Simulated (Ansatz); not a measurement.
# AlAs at 16 GPa: from Born charge to LO–TO splitting and polaron coupling

Method: DFT PBEsol, scalar-relativistic, plane waves, PAW in Ansatz 0.2.0. Plane waves to 420 eV; Γ-centred k mesh 10×10×10; fixed occupations. No spin polarisation. Phonons by linear response, acoustic sum rule imposed.

The cell, relaxed at 16 GPa:
```cif
data_structure
_symmetry_space_group_name_H-M 'F-43m'
_symmetry_Int_Tables_number 216
_cell_length_a 5.3820
_cell_length_b 5.3820
_cell_length_c 5.3820
_cell_angle_alpha 90.000
_cell_angle_beta 90.000
_cell_angle_gamma 90.000
_cell_volume 155.90
loop_
_atom_site_label
_atom_site_type_symbol
_atom_site_symmetry_multiplicity
_atom_site_Wyckoff_symbol
_atom_site_fract_x
_atom_site_fract_y
_atom_site_fract_z
_atom_site_occupancy
Al1 Al 4 a 0.00000 0.00000 0.00000 1
As1 As 4 c 0.25000 0.25000 0.25000 1
```

Linear response gives ν_TO = 422.9 cm⁻¹, Born charges ±2.053 e (positive on Al) and ε∞ = 8.956. The primitive cell holds 38.974 Å³, and the masses are 26.982 and 74.922 amu.

Question: Find ν_LO and the static dielectric constant.

Answer: The long-wave field adds a restoring force: ω_LO² − ω_TO² = Z*²e²/(ε_vac ε∞ μV). In these units ν_LO² − ν_TO² = 4.92064×10⁷ Z*²/(μ V ε∞) cm⁻², with μ = m₁m₂/(m₁ + m₂) = 19.837 amu: 29944 cm⁻². So ν_LO = √(422.9² + 29944) = 457.0 cm⁻¹, and the run gives 456.9. Lyddane–Sachs–Teller then gives ε0 = ε∞ (ν_LO/ν_TO)² = 10.46, against 10.46 in the run (it forms both from the same three quantities, so the match checks the arithmetic only). Between ν_TO and ν_LO the dielectric function is negative and an undamped crystal reflects fully: a reststrahlen band from 21.9 to 23.6 μm.

Question: What do the Clausius–Mossotti polarisability and the Szigeti charge come to?

Answer: With the Lorentz local field, α = (3V/4π)(ε∞ − 1)/(ε∞ + 2) = 6.76 Å³ for the pair, and e_S = 3Z*/(ε∞ + 2) = 0.56 e. The Born charge includes the electrons' response to the dipole's own local field, and e_S takes that enhancement out. The Lorentz field assumes point-like polarisable ions, a poor picture once ε∞ is this large, since the electron clouds then overlap or are shared, so both numbers are formal here.

Question: How strongly does a slow electron couple to the LO mode?

Answer: For one isotropic parabolic band, Fröhlich's constant is α_F = (1/ε∞ − 1/ε0) √(m* Ry/ħω_LO), with Ry = 13.606 eV, ħω_LO = 56.7 meV and m* in free-electron masses: α_F = 0.0160 × 15.50 × √m* = 0.25 √m*. The band mass isn't part of this run; for m* = 0.1, 0.3 and 1 it gives 0.08, 0.14, 0.25. In weak coupling the polaron lies α_F ħω_LO below the band edge (8 meV at m* = 0.3) with a mass m*(1 + α_F/6); past α_F of about 5 or 6 that expansion fails. A semilocal functional's ε∞ tends to be too large, which taken alone lowers α_F.

Cost: 1 run of about 1.2 core-minutes, on Intel Xeon Platinum 8259CL (Skylake/Cascade Lake) (shared hosts).

The LO–TO splitting is modest because the electrons screen most of the field set up by the polar vibration. The Born charge of 2.053 e is well below aluminium's formal trivalent charge, as expected for a polar covalent sp³ network, yet it is still large enough to make the mode clearly infrared-active. Ionic motion raises the dielectric constant only from 8.956 to 10.46, so most of the static screening is electronic. The same small difference keeps the Fröhlich coupling weak for all three trial masses, which suggests large, mobile polarons rather than self-trapping by this mode. For real electrons the single-mass estimate is only a guide, since the conduction minima of zinc-blende AlAs lie at or near X and have strongly anisotropic masses. Bulk AlAs is known to transform to a NiAs-type phase under strong compression, so these values probably describe a metastable zinc-blende crystal, and a real zone-centre TO frequency doesn't establish that this structure is the stable one.
